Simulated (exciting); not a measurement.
# MgS (F-43m) in exciting: reference runs

Aim: a first look at MgS with PBEsol, on the cell as given.

All numbers are computed with exciting (release sodium); they aren't measurements. Logs are shortened: lines on timing, memory, paths and dates and some standing lists are left out, and cuts for length are marked.

### 1 Starting point

It takes space group F-43m (No. 216, cubic). The conventional cell has a = 5.666 Å, b = 5.666 Å, c = 5.666 Å, α = 90.00°, β = 90.00°, γ = 90.00°. S (site symmetry -43m) is surrounded by 4 Mg at 2.45 Å. Mg (site symmetry -43m) has 4 S at 2.45 Å as nearest neighbours.

The cell comes from a database or a generator and needn't be the stable form of this composition.

### 2 Single point, PBEsol

input.xml reads:

```xml
<input>
  <title>MgS</title>
  <structure speciespath="./" tshift="false">
    <crystal scale="1">
      <basevect>0.000000000000 5.353820966639 5.353820966639</basevect>
      <basevect>5.353820966639 0.000000000000 5.353820966639</basevect>
      <basevect>5.353820966639 5.353820966639 0.000000000000</basevect>
    </crystal>
    <species speciesfile="S.xml" rmt="1.9">
      <atom coord="0.250000000000 0.250000000000 0.250000000000"/>
    </species>
    <species speciesfile="Mg.xml" rmt="2">
      <atom coord="0.000000000000 0.000000000000 0.000000000000"/>
    </species>
  </structure>
  <groundstate do="fromscratch" ngridk="8 8 8" rgkmax="7.5" gmaxvr="14" lmaxapw="10" lmaxmat="10" lmaxvr="8" xctype="GGA_PBE_SOL" stype="Fermi Dirac" swidth="0.00183747" nempty="10" ValenceRelativity="iora*" epsengy="1e-05" epspot="1e-05" maxscl="60" tforce="true" outputlevel="normal"/>
</input>
```

Potentials or basis: all-electron LAPW+lo, shipped species files, valence relativity iora*.

Command:

```
$ OMP_NUM_THREADS=1 exciting_smp
```

INFO.OUT:

```text
================================================================================
EXCITING SODIUM started
[... 10 lines left out ...]

 Lattice vectors (cartesian) :
      0.0000000000      5.3538209666      5.3538209666
      5.3538209666      0.0000000000      5.3538209666
      5.3538209666      5.3538209666      0.0000000000

 Reciprocal lattice vectors (cartesian) :
     -0.5867944919      0.5867944919      0.5867944919
      0.5867944919     -0.5867944919      0.5867944919
      0.5867944919      0.5867944919     -0.5867944919

 Unit cell volume                           :     306.9174124705
 Brillouin zone volume                      :       0.8081985686

 Species :    1 (S)
     parameters loaded from                 :    S.xml
     name                                   :    sulphur
     nuclear charge                         :     -16.00000000
     electronic charge                      :      16.00000000
     atomic mass                            :   58452.74216000
     muffin-tin radius                      :       1.90000000
     # of radial points in muffin-tin       :     300

     atomic positions (lattice) :
       1 :   0.25000000  0.25000000  0.25000000

 Species :    2 (Mg)
     parameters loaded from                 :    Mg.xml
     name                                   :    magnesium
     nuclear charge                         :     -12.00000000
     electronic charge                      :      12.00000000
     atomic mass                            :   44305.30463000
     muffin-tin radius                      :       2.00000000
     # of radial points in muffin-tin       :     300

     atomic positions (lattice) :
       1 :   0.00000000  0.00000000  0.00000000

 Total number of atoms per unit cell        :       2

 Spin treatment                             :    spin-unpolarised

 Number of Bravais lattice symmetries       :      48
 Number of crystal symmetries               :      24

 k-point grid                               :       8    8    8
 Total number of k-points                   :      43
 k-point set is reduced with crystal symmetries

 R^MT_min * |G+k|_max (rgkmax)              :       7.50000000
 Species with R^MT_min                      :       1 (S)
 Maximum |G+k| for APW functions            :       3.94736842
 Maximum |G| for potential and density      :      14.00000000

 G-vector grid sizes                        :      36    36    36
 Total number of G-vectors                  :   14211

 Maximum angular momentum used for
     APW functions                          :      10
     computing H and O matrix elements      :      10
     potential and density                  :       8
     inner part of muffin-tin               :       2

 Total nuclear charge                       :     -28.00000000
 Total electronic charge                    :      28.00000000
 Total core charge                          :      12.00000000
 Total valence charge                       :      16.00000000

 Number of empty states                     :      10
 Total number of valence states             :      19

 Maximum Hamiltonian size                   :     344
 Maximum number of plane-waves              :     332
 Total number of local-orbitals             :      12

 Exchange-correlation type                  :      22
     PBEsol, Phys. Rev. Lett. 100, 136406 (2008)
     Generalised gradient approximation (GGA)

 Smearing scheme                            :    Fermi-Dirac
 Smearing width                             :       0.00183747

 Using multisecant Broyden potential mixing
[... 6 lines left out ...]
* Groundstate module started                                                   *
********************************************************************************
 Output level for this task is set to normal

++++++++++++++++++++++++++++++++++++++++++++++++++++++++++++++++++++++++++++++++
[... 5 lines left out ...]
+ SCF iteration number :    1                                                  +
++++++++++++++++++++++++++++++++++++++++++++++++++++++++++++++++++++++++++++++++
 Total energy                               :      -600.84012915
 _______________________________________________________________
 Fermi energy                               :         0.08498224
 Kinetic energy                             :       599.11964037
 Coulomb energy                             :     -1158.79496655
 Exchange energy                            :       -39.92221692
 Correlation energy                         :        -1.24258604

 DOS at Fermi energy (states/Ha/cell)       :         0.00000000

 Electron charges :
     core                                   :        12.00000000
     core leakage                           :         0.00051730
     valence                                :        16.00000000
     interstitial                           :         3.87184750
     charge in muffin-tin spheres :
                  atom     1     S          :        13.87171665
                  atom     2    Mg          :        10.25643585
     total charge in muffin-tins            :        24.12815250
     total charge                           :        28.00000000

 Estimated fundamental gap                  :         0.14795767
        valence-band maximum at    1      0.0000  0.0000  0.0000
     conduction-band minimum at    1      0.0000  0.0000  0.0000

++++++++++++++++++++++++++++++++++++++++++++++++++++++++++++++++++++++++++++++++
+ SCF iteration number :    2                                                  +
++++++++++++++++++++++++++++++++++++++++++++++++++++++++++++++++++++++++++++++++
 Total energy                               :      -599.49270477
 _______________________________________________________________
 Fermi energy                               :         0.09918166
 Kinetic energy                             :       599.84359870
 Coulomb energy                             :     -1158.23859238
 Exchange energy                            :       -39.85492165
 Correlation energy                         :        -1.24278944

 DOS at Fermi energy (states/Ha/cell)       :         0.00000000

 Electron charges :
     core                                   :        12.00000000
     core leakage                           :         0.00052769
     valence                                :        16.00000000
     interstitial                           :         3.98361221
     charge in muffin-tin spheres :
                  atom     1     S          :        13.73274947
                  atom     2    Mg          :        10.28363832
     total charge in muffin-tins            :        24.01638779
     total charge                           :        28.00000000
[... 472 lines left out ...]
++++++++++++++++++++++++++++++++++++++++++++++++++++++++++++++++++++++++++++++++
+ SCF iteration number :   17                                                  +
++++++++++++++++++++++++++++++++++++++++++++++++++++++++++++++++++++++++++++++++
 Total energy                               :      -598.57254028
 _______________________________________________________________
 Fermi energy                               :         0.11419230
 Kinetic energy                             :       600.30957992
 Coulomb energy                             :     -1157.83883274
 Exchange energy                            :       -39.80007725
 Correlation energy                         :        -1.24321020

 DOS at Fermi energy (states/Ha/cell)       :         0.00000000

 Electron charges :
     core                                   :        12.00000000
     core leakage                           :         0.00052366
     valence                                :        16.00000000
     interstitial                           :         4.08291256
     charge in muffin-tin spheres :
                  atom     1     S          :        13.60632629
                  atom     2    Mg          :        10.31076116
     total charge in muffin-tins            :        23.91708744
     total charge                           :        28.00000000

 Estimated fundamental gap                  :         0.12067817
        valence-band maximum at    1      0.0000  0.0000  0.0000
     conduction-band minimum at    1      0.0000  0.0000  0.0000

 RMS change in effective potential (target) :  0.173525E-06  ( 0.100000E-04)
 Absolute change in total energy   (target) :  0.309805E-05  ( 0.100000E-04)
 Charge distance                   (target) :  0.238065E-07  ( 0.100000E-04)
 Abs. change in max-nonIBS-force   (target) :   0.00000      ( 0.500000E-04)

++++++++++++++++++++++++++++++++++++++++++++++++++++++++++++++++++++++++++++++++
| Convergency criteria checked for the last 2 iterations                       +
| Convergence targets achieved. Performing final SCF iteration                 +
++++++++++++++++++++++++++++++++++++++++++++++++++++++++++++++++++++++++++++++++
 Total energy                               :      -598.57254172
 _______________________________________________________________
 Fermi energy                               :         0.11419229
 Kinetic energy                             :       600.30957911
 Coulomb energy                             :     -1157.83883331
 Exchange energy                            :       -39.80007732
 Correlation energy                         :        -1.24321020

 DOS at Fermi energy (states/Ha/cell)       :         0.00000000

 Electron charges :
     core                                   :        12.00000000
     core leakage                           :         0.00052366
     valence                                :        16.00000000
     interstitial                           :         4.08291245
     charge in muffin-tin spheres :
                  atom     1     S          :        13.60632642
                  atom     2    Mg          :        10.31076113
     total charge in muffin-tins            :        23.91708755
     total charge                           :        28.00000000

 Estimated fundamental gap                  :         0.12067818
        valence-band maximum at    1      0.0000  0.0000  0.0000
     conduction-band minimum at    1      0.0000  0.0000  0.0000

++++++++++++++++++++++++++++++++++++++++++++++++++++++++++++++++++++++++++++++++
+ Self-consistent loop stopped                                                 +
++++++++++++++++++++++++++++++++++++++++++++++++++++++++++++++++++++++++++++++++
 STATE.OUT is written

--------------------------------------------------------------------------------
- Writing atomic positions and forces                                          -
--------------------------------------------------------------------------------

 Atomic positions (lattice) :
 atom     1   S  :     0.25000000    0.25000000    0.25000000
 atom     2  Mg  :     0.00000000    0.00000000    0.00000000

 Total atomic forces including IBS (cartesian) :
 atom     1   S  :     0.00000000    0.00000000    0.00000000
 atom     2  Mg  :    -0.00000000   -0.00000000    0.00000000

 Atomic force components including IBS (cartesian) :
 atom     1   S  :     0.00000000    0.00000000   -0.00000000   HF force
                 :    -0.00000000    0.00000000    0.00000000   core correction
                 :     0.00000000   -0.00000000   -0.00000000   IBS correction
 atom     2  Mg  :    -0.00000000   -0.00000000    0.00000000   HF force
                 :     0.00000000   -0.00000000   -0.00000000   core correction
                 :    -0.00000000    0.00000000    0.00000000   IBS correction

********************************************************************************
* Groundstate module stopped                                                   *
********************************************************************************

================================================================================
| EXCITING SODIUM stopped                                                      =
================================================================================
```

Wall time 86 s (1 thread of Intel Xeon Platinum 8488C (Sapphire Rapids), shared host); peak memory 0.15 GiB.

What came out:

* Free energy: -16287.9886 eV
* Band gap on the k mesh: 3.28 eV, direct
* All electrons inside the program's atomic spheres: S 13.61; Mg 10.31 (radii S 1.9, Mg 2.0 bohr)

A k mesh can miss the band edges. As with any semilocal functional, this PBEsol gap is likely too small.
